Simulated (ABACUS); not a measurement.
# BaTiO3 (P1) in ABACUS: a series of runs, part 2 of 2

ABACUS 3.10.1. The steps go on from the part before.

## (3) Single point, PBE

run_abacus.py

```python
"""ABACUS run from a structure file: ASE reads it, the script writes STRU, KPT and INPUT."""
import re
import subprocess
from ase.io import read
from ase.units import Bohr

atoms = read("BaTiO3.cif")
atoms = atoms[(-atoms.numbers).argsort(kind="stable")]  # ABACUS lists atoms element by element
pseudo = {'Ba': 'ba_pbe_v1.uspp.F.UPF', 'Ti': 'ti_pbe_v1.4.uspp.F.UPF', 'O': 'o_pbe_v1.2.uspp.F.UPF'}
orbital = {}
magmoms = None
kmesh = [5, 4, 5]
params = {
    'suffix': 'BaTiO3',
    'calculation': 'scf',
    'basis_type': 'pw',
    'pseudo_dir': './',
    'symmetry': 1,
    'dft_functional': 'pbe',
    'ecutwfc': 40,
    'pseudo_rcut': 10,
    'nspin': 1,
    'nbands': 24,
    'ks_solver': 'dav',
    'smearing_method': 'fd',
    'smearing_sigma': 0.00367493,
    'scf_thr': 1e-08,
    'scf_nmax': 100,
    'mixing_type': 'broyden',
    'mixing_beta': 0.7,
    'cal_force': 1,
    'cal_stress': 1,
    'ecutrho': 320,
    'out_chg': 1,
    'out_pot': 2,
    'out_elf': 0,
    'kpar': 4,
}

symbols = atoms.get_chemical_symbols()
elements = list(dict.fromkeys(symbols))
lines = ["ATOMIC_SPECIES"] + [f"{e} {atoms.get_masses()[symbols.index(e)]:.4f} {pseudo[e]}" for e in elements]
if orbital:
    lines += ["", "NUMERICAL_ORBITAL"] + [orbital[e] for e in elements]
lines += ["", "LATTICE_CONSTANT", f"{1 / Bohr:.10f}", "", "LATTICE_VECTORS"]
lines += [" ".join(f"{x:.10f}" for x in v) for v in atoms.cell]
lines += ["", "ATOMIC_POSITIONS", "Direct"]
for e in elements:
    lines += ["", e, "0.0", str(symbols.count(e))]
    for i, p in enumerate(atoms.get_scaled_positions(wrap=False)):
        if symbols[i] == e:
            mag = "" if magmoms is None else " mag " + " ".join(str(x) for x in (magmoms[i] if isinstance(magmoms[i], list) else [magmoms[i]]))
            lines.append(" ".join(f"{x:.10f}" for x in p) + " 1 1 1" + mag)
open("STRU", "w").write("\n".join(lines) + "\n")
open("KPT", "w").write("K_POINTS\n0\nGamma\n%d %d %d 0 0 0\n" % tuple(kmesh))
open("INPUT", "w").write("INPUT_PARAMETERS\n" + "".join(f"{k:<20s}{v}\n" for k, v in params.items()))

done = subprocess.run(['mpirun', '-np', '4', 'abacus'])
if done.returncode:
    raise SystemExit(done.returncode)
log = open("OUT.BaTiO3/running_scf.log").read()
print("final energy (eV):", re.findall(r"FINAL_ETOT_IS (\S+)", log))
```

BaTiO3.cif

```cif
data_BaTiO3
_cell_length_a 3.75275920
_cell_length_b 4.52573329
_cell_length_c 3.79350846
_cell_angle_alpha 93.52256709
_cell_angle_beta 80.29560017
_cell_angle_gamma 98.03236172
_space_group_name_H-M_alt 'P1'
_space_group_name_Hall 'P 1'
_space_group_IT_number 1
loop_
_space_group_symop_operation_xyz
'x,y,z'
loop_
_atom_site_label
_atom_site_type_symbol
_atom_site_symmetry_multiplicity
_atom_site_Wyckoff_symbol
_atom_site_fract_x
_atom_site_fract_y
_atom_site_fract_z
_atom_site_occupancy
Ba1 Ba 1 a 0.0036372600 0.9972694200 0.9985015400 1
Ti1 Ti 1 a 0.5002452300 0.5116078500 0.5101821300 1
O1 O 1 a 0.9983542100 0.4928168200 0.4950359800 1
O2 O 1 a 0.4999067000 0.5015397800 0.9945381500 1
O3 O 1 a 0.4978566000 0.9929861300 0.4979621900 1
```

Potentials or basis: GBRV ultrasoft 1.5 PBE, plane waves.

Command:

```console
> OMP_NUM_THREADS=1 python run_abacus.py > log
```

running log:

```text
ABACUS v3.10.1

               Atomic-orbital Based Ab-initio Computation at UStc

 ------------------------------------------------------------------------------------

 READING GENERAL INFORMATION
                           global_out_dir = OUT.BaTiO3/
                           global_in_card = INPUT
                               pseudo_dir = ./
                              orbital_dir =
                                    DSIZE = 4
                                    GSIZE = 1

 READING UNITCELL INFORMATION
                                    ntype = 3
                  lattice constant (Bohr) = 1.88973
              lattice constant (Angstrom) = 1

 READING ATOM TYPE 1
                               atom label = Ba
                      L=0, number of zeta = 1
                      L=1, number of zeta = 1
                      L=2, number of zeta = 1
             number of atom for this type = 1

 READING ATOM TYPE 2
                               atom label = Ti
                      L=0, number of zeta = 1
                      L=1, number of zeta = 1
                      L=2, number of zeta = 1
             number of atom for this type = 1

 READING ATOM TYPE 3
                               atom label = O
                      L=0, number of zeta = 1
                      L=1, number of zeta = 1
                      L=2, number of zeta = 1
             number of atom for this type = 3

                        TOTAL ATOM NUMBER = 5
DIRECT COORDINATES
    atom                   x                   y                   z     mag                  vx                  vy                  vz
taud_Ba1            0.0036372600        0.9972694200        0.9985015400  0.0000        0.0000000000        0.0000000000        0.0000000000
taud_Ti1            0.5002452300        0.5116078500        0.5101821300  0.0000        0.0000000000        0.0000000000        0.0000000000
taud_O1            0.9983542100        0.4928168200        0.4950359800  0.0000        0.0000000000        0.0000000000        0.0000000000
taud_O2            0.4999067000        0.5015397800        0.9945381500  0.0000        0.0000000000        0.0000000000        0.0000000000
[... 285 lines left out ...]

 PW ALGORITHM --------------- ION=   1  ELEC=   1--------------------------------

 Density error is 0.840758985006
                          Error Threshold = 0.01
----------------------------------------------------------
     Energy           Rydberg                 eV
----------------------------------------------------------
 E_KohnSham     -286.5462120200      -3898.6612237876
 E_Harris       -284.5797382633      -3871.9059757292
 E_Fermi        0.8387039071         11.4111520710
----------------------------------------------------------
[... 111 lines left out ...]
 Density error is 1.83481827611e-09
                          Error Threshold = 5.26895294825e-11
----------------------------------------------------------
     Energy           Rydberg                 eV
----------------------------------------------------------
 E_KohnSham     -286.9667266280      -3904.3826185488
 E_KS(sigma->0) -286.9667237009      -3904.3825787245
 E_Harris       -286.9670628438      -3904.3871929997
 E_band         -9.0577486595        -123.2369928215
 E_one_elec     -72.9969785196       -993.1748446500
 E_Hartree      61.2094974701        832.7979373105
 E_xc           -68.1296995197       -926.9521164955
 E_Ewald        -207.0495402048      -2817.0535150653
 E_entropy(-TS) -0.0000058541        -0.0000796485
 E_descf        0.0000000000         0.0000000000
 E_exx          0.0000000000         0.0000000000
 E_Fermi        0.8762145583         11.9215106630
----------------------------------------------------------

 charge density convergence is achieved
 final etot is -3904.3826185 eV
 EFERMI = 11.921510663 eV
The vacuum level is 12.110015751 eV

 STATE ENERGY(eV) AND OCCUPATIONS    NSPIN == 1
 1/13 kpoint (Cartesian) = 0.0000 0.0000 0.0000 (1803 pws)
       1       -45.7186      0.0200000
       2       -22.0545      0.0200000
       3       -22.0129      0.0200000
       4       -21.9363      0.0200000
       5       -13.8968      0.0200000
       6       -6.60823      0.0200000
[... 146 lines left out ...]
      23        14.7221    1.89112e-26
      24        15.2605    3.97758e-31

[... levels at 7 further k points ...]

------------------------------------------------------------------------------------------
 TOTAL-FORCE (eV/Angstrom)
------------------------------------------------------------------------------------------
                       Ba1        -0.0566064602         0.2774646004         0.1934828453
                       Ti1        -0.2240191938         0.5782069782        -0.1257332647
                        O1         0.1110174186        -0.1275821111        -0.1547459322
                        O2        -0.0919989245        -0.0356257715         0.0802809506
                        O3         0.2616071600        -0.6924636960         0.0067154010
------------------------------------------------------------------------------------------

----------------------------------------------------------------
 TOTAL-STRESS (KBAR)
----------------------------------------------------------------
       251.1353111456       166.7607446664      -239.6317236571
       166.7607446664       -18.3783726991        14.8601221320
      -239.6317236571        14.8601221320       333.1737221410
----------------------------------------------------------------
 TOTAL-PRESSURE: 188.643554 KBAR

 --------------------------------------------
 !FINAL_ETOT_IS -3904.3826185487760085 eV
 --------------------------------------------
```

INPUT:

```text
INPUT_PARAMETERS
suffix              BaTiO3
calculation         scf
basis_type          pw
pseudo_dir          ./
symmetry            1
dft_functional      pbe
ecutwfc             40
pseudo_rcut         10
nspin               1
nbands              24
ks_solver           dav
smearing_method     fd
smearing_sigma      0.00367493
scf_thr             1e-08
scf_nmax            100
mixing_type         broyden
mixing_beta         0.7
cal_force           1
cal_stress          1
ecutrho             320
out_chg             1
out_pot             2
out_elf             0
kpar                4
```

It took 2.3 min on 4 MPI ranks of Intel Xeon Platinum 8259CL at 2.50GHz (Skylake/Cascade Lake), shared host; peak memory 1.4 GiB.

Results:

| Item | Value |
| --- | --- |
| Free energy | -3904.3826 eV |
| Pressure | 18.9 GPa |
| Largest force | 0.740 eV/Å |
| Band gap on the k mesh | 0.60 eV, indirect (least direct gap 0.69 eV) |

Forces in eV/Å, atoms in the order of the input:
```
Ba  -0.057  0.277  0.193
Ti  -0.224  0.578 -0.126
O    0.111 -0.128 -0.155
O   -0.092 -0.036  0.080
O    0.262 -0.692  0.007
```

Caveat: there are fewer bands than atomic start orbitals, so a level may be missed at k points of high symmetry; spin-orbit coupling is left out, which moves the levels of the heavy elements; an odd mesh through Γ misses points on the zone boundary, where band edges often lie. Expect the measured gap to be larger: semilocal functionals such as PBE lack the derivative discontinuity.
